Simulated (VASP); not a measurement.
Crystal: KCl (Sylvite).

```
K Cl
1.0
     0.00000    3.14647    3.14647
     3.14647    0.00000    3.14647
     3.14647    3.14647    0.00000
K Cl
1 1
Direct
  0.00000 0.00000 0.00000
  0.50000 0.50000 0.50000
```

Program: VASP 6.6.1. Alike in all runs: task band structure; no spin polarisation; cell as given; k mesh 8 × 8 × 8; cutoff (eV) 520; smearing gaussian 0.02 eV.

**Question.** Order these runs on this cell by their band gap on the k mesh, lowest first.
A. level r2SCAN; potentials or basis VASP PAW PBE potentials, release 64 (K_sv, Cl)
B. level PBEsol; potentials or basis VASP PAW PBE potentials, release 64 (K_sv, Cl)
C. level LDA; potentials or basis VASP PAW LDA potentials, release 64 (K_sv, Cl)

**Answer.** C (4.75 eV), B (5.02 eV), A (5.83 eV).

Runs at the PBE level aren't shown here.
